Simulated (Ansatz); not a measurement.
**SnO2: freezing in a mode**

The task, for SnO2: trace the energy along mode 15.

Program: Ansatz 0.2.0. Level of theory: DFT r2SCAN, scalar-relativistic, plane waves, PAW. These are calculated values, not measurements.

1 further run of the same task is left out (set aside as unsound or not needed). Runs told in other sessions of the task aren't counted.

## (1) The structure to begin with

Symmetry: I4_1/amd, No. 141, tetragonal system. Conventional cell: a = 3.999 Å, b = 3.999 Å, c = 10.204 Å, α = 90.00°, β = 90.00°, γ = 90.00°. Sn (site symmetry -4m2) has 6 O at 2.05 to 2.08 Å in its first shell of neighbours. O (site symmetry 2mm) is surrounded by 3 Sn at 2.05 to 2.08 Å.

Structure file:

```xyz
6
Lattice="-1.9995 1.9995 5.1021 1.9995 -1.9995 5.1021 1.9995 1.9995 -5.1021" Properties=species:S:1:pos:R:3 pbc="T T T"
Sn    0.0000    1.9995    2.5510
Sn    0.0000    0.0000    0.0000
O     0.0000    0.0000    8.1263
O     0.0000    1.9995    4.6290
O     0.0000    0.0000    2.0779
O     0.0000    1.9995    0.4731
```

It goes back to an entry of the Materials Project, which need not be the stable form.

It is the result of an earlier relaxation at this level (volume 13.60 Å³/atom; gap on the mesh: 2.33 eV).

## (2) The reference cell

The reference gives a free energy of -14351.9134 eV, pressure 0.01 GPa, largest force 0.000 eV/Å and gap on the mesh 2.33 eV. It was computed beforehand with the settings of the runs below.

## (3) Next: freezing in a mode

Mode 15 of the phonon run on this cell, counted from the lowest, is frozen in: each atom moves by x times its row below, so x is the largest displacement.

```
atom      ux      uy     uz
 Sn1   0.113  -0.018  0.000
 Sn2   0.113  -0.018  0.000
  O3  -1.000  -0.025  0.000
  O4  -1.000  -0.025  0.000
  O5   0.159   0.159  0.000
  O6   0.159   0.159  0.000
```

## (4) x = -0.300 Å

Contents of input.yaml:

```yaml
crystal:
  lattice:
    - [-1.9995434675, 1.9995434675, 5.1020851542]
    - [1.9995434675, -1.9995434675, 5.1020851542]
    - [1.9995434675, 1.9995434675, -5.1020851542]
  atoms:
    - { symbol: Sn, position: [0.751354372, 0.2415041458, 0.4928585178] }
    - { symbol: Sn, position: [0.001354372, -0.0084958542, -0.0071414822] }
    - { symbol: O, position: [0.7982721487, 0.871359239, 0.0768987319] }
    - { symbol: O, position: [0.9555394929, 0.5286265832, 0.5768987319] }
    - { symbol: O, position: [0.1916786293, 0.1916786293, -0.0239100856] }
    - { symbol: O, position: [0.5344112851, 0.0344112851, 0.4760899144] }
basis:
  ecutwfc: 500
kpoints:
  mp_grid: { grid: [10, 10, 10] }
hamiltonian:
  xc: r2scan
scf:
  occupations: { method: gaussian, width: 0.05 }
output:
  forces: true
  stress: true
  eigenvalues: true
```

Started as:

```sh
> ansatz run input.yaml --threads 2 --pin off --max-ram 5120MiB --backend cpu --events-out ev --progress --plain --runs-dir out
```

## (5) x = 0.225 Å

Contents of input.yaml:

```yaml
crystal:
  lattice:
    - [-1.9995434675, 1.9995434675, 5.1020851542]
    - [1.9995434675, -1.9995434675, 5.1020851542]
    - [1.9995434675, 1.9995434675, -5.1020851542]
  atoms:
    - { symbol: Sn, position: [0.748984221, 0.2563718907, 0.5053561117] }
    - { symbol: Sn, position: [-0.001015779, 0.0063718907, 0.0053561117] }
    - { symbol: O, position: [0.7949369623, 0.7401216445, -0.0576740489] }
    - { symbol: O, position: [0.9522043065, 0.3973889887, 0.4423259511] }
    - { symbol: O, position: [0.2125999542, 0.2125999542, 0.0179325642] }
    - { symbol: O, position: [0.55533261, 0.05533261, 0.5179325642] }
basis:
  ecutwfc: 500
kpoints:
  mp_grid: { grid: [10, 10, 10] }
hamiltonian:
  xc: r2scan
scf:
  occupations: { method: gaussian, width: 0.05 }
output:
  forces: true
  stress: true
  eigenvalues: true
  write_density: true
  write_potential: true
  elf: true
  volumetric_format: npy
```

## (6) x = -0.150 Å

Contents of input.yaml:

```yaml
crystal:
  lattice:
    - [-1.9995434675, 1.9995434675, 5.1020851542]
    - [1.9995434675, -1.9995434675, 5.1020851542]
    - [1.9995434675, 1.9995434675, -5.1020851542]
  atoms:
    - { symbol: Sn, position: [0.750677186, 0.2457520729, 0.4964292589] }
    - { symbol: Sn, position: [0.000677186, -0.0042479271, -0.0035707411] }
    - { symbol: O, position: [0.7973192383, 0.8338627835, 0.038449366] }
    - { symbol: O, position: [0.9545865825, 0.4911301277, 0.538449366] }
    - { symbol: O, position: [0.1976561507, 0.1976561507, -0.0119550428] }
    - { symbol: O, position: [0.5403888065, 0.0403888065, 0.4880449572] }
basis:
  ecutwfc: 500
kpoints:
  mp_grid: { grid: [10, 10, 10] }
hamiltonian:
  xc: r2scan
scf:
  occupations: { method: gaussian, width: 0.05 }
output:
  forces: true
  stress: true
  eigenvalues: true
```

## (7) x = 0.075 Å

Contents of input.yaml:

```yaml
crystal:
  lattice:
    - [-1.9995434675, 1.9995434675, 5.1020851542]
    - [1.9995434675, -1.9995434675, 5.1020851542]
    - [1.9995434675, 1.9995434675, -5.1020851542]
  atoms:
    - { symbol: Sn, position: [0.749661407, 0.2521239636, 0.5017853706] }
    - { symbol: Sn, position: [-0.000338593, 0.0021239636, 0.0017853706] }
    - { symbol: O, position: [0.7958898727, 0.7776181001, -0.019224683] }
    - { symbol: O, position: [0.9531572169, 0.4348854443, 0.480775317] }
    - { symbol: O, position: [0.2066224328, 0.2066224328, 0.0059775214] }
    - { symbol: O, position: [0.5493550886, 0.0493550886, 0.5059775214] }
basis:
  ecutwfc: 500
kpoints:
  mp_grid: { grid: [10, 10, 10] }
hamiltonian:
  xc: r2scan
scf:
  occupations: { method: gaussian, width: 0.05 }
output:
  forces: true
  stress: true
  eigenvalues: true
```

(Steps that only read results are left out.)

Q: Predict the outcome of this session. Wanted: harmonic wavenumber of the mode.

The runs gave:

| quantity | value |
| --- | --- |
| harmonic wavenumber of the mode | 584 cm⁻¹ |
| the same from the force at an amplitude of 0.075 Å | 594 cm⁻¹ |

The force at the smallest amplitude gives 594 cm⁻¹ against 584 cm⁻¹ from the phonon run, so the curve is close to a parabola there. The undisturbed cell stays the lowest of the sampled points. The gap on the mesh stays between 2.33 and 2.44 eV.

Spin-orbit coupling is left out, though the cell holds Sn; it can move the gap.
